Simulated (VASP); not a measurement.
An input for Quantum ESPRESSO's pw.x (written as the equivalent of a VASP run, and not itself run):

```
&CONTROL
  calculation = 'scf'
  pseudo_dir = './pseudo'
  outdir = './out'
  tprnfor = .true.
  tstress = .false.
/
&SYSTEM
  ibrav = 0
  nat = 5
  ntyp = 3
  ecutwfc = 70
  occupations = 'smearing'
  smearing = 'gaussian'
  degauss = 0.00147
  input_dft = 'hse'
  nqx1 = 3
  nqx2 = 3
  nqx3 = 3
  screening_parameter = 0.1058
/
&ELECTRONS
  conv_thr = 7.3e-08
  electron_maxstep = 100
/
ATOMIC_SPECIES
  Cs 132.905 Cs.upf
  Pb 207.200 Pb.upf
  I 126.904 I.upf
CELL_PARAMETERS angstrom
     6.3793070    0.0000000    0.0000000
     0.0000000    6.3793070    0.0000000
     0.0000000    0.0000000    6.3793070
ATOMIC_POSITIONS crystal
  Cs   0.5000000  0.5000000  0.5000000
  Pb   0.0000000  0.0000000  0.0000000
  I    0.0000000  0.0000000  0.5000000
  I    0.5000000  0.0000000  0.0000000
  I    0.0000000  0.5000000  0.0000000
K_POINTS automatic
  3 3 3 1 1 1
```

Translate this input to VASP (INCAR, KPOINTS, POSCAR, choice of POTCAR).

Several could match; the one computed here: 
**INCAR**
```
SYSTEM = CsPbI3
PREC = Accurate; ENCUT = 300; LREAL = F
LASPH = T; ISYM = 3
EDIFF = 1E-6; NELM = 100; ALGO = Normal
LMAXMIX = 4
ISMEAR = 0; SIGMA = 0.02
GGA = PE; LHFCALC = T; AEXX = 0.25
HFSCREEN = 0.2; PRECFOCK = Fast
ISIF = 2
LWAVE = F; LCHARG = F
```

File POSCAR:
```
CsPbI3
6.3793070
  1.0000000000   0.0000000000   0.0000000000
  0.0000000000   1.0000000000   0.0000000000
  0.0000000000   0.0000000000   1.0000000000
Cs Pb I
1 1 3
Cartesian
  0.5000000000   0.5000000000   0.5000000000
  0.0000000000   0.0000000000   0.0000000000
  0.0000000000   0.0000000000   0.5000000000
  0.5000000000   0.0000000000   0.0000000000
  0.0000000000   0.5000000000   0.0000000000
```

KPOINTS:
```
Automatic
0
gamma
3 3 3
0.5 0.5 0.5
```

POTCAR, in this order: Cs_sv Pb_d I (PBE.64 set). Program: vasp_std.

The two are equivalent in intent, not identical: the potentials are each code's own (VASP's PAW set, PseudoDojo norm-conserving files in pw.x), so ENCUT and ecutwfc are chosen apart and not converted; conv_thr bounds pw.x's estimated SCF error, while EDIFF bounds the energy change between steps.

The structure comes from a computed database's CsPbI3 entry; how it stands against other phases isn't given here. The cell was not relaxed at this level. The run is one of a series of settings (AEXX = 0.25, HFSCREEN = 0.2, ISYM = 3, LHFCALC = .TRUE., PRECFOCK = Fast, KPOINTS 3×3×3 Γ-centred mesh shifted by (0.5, 0.5, 0.5) against the base run), some of them coarse on purpose.
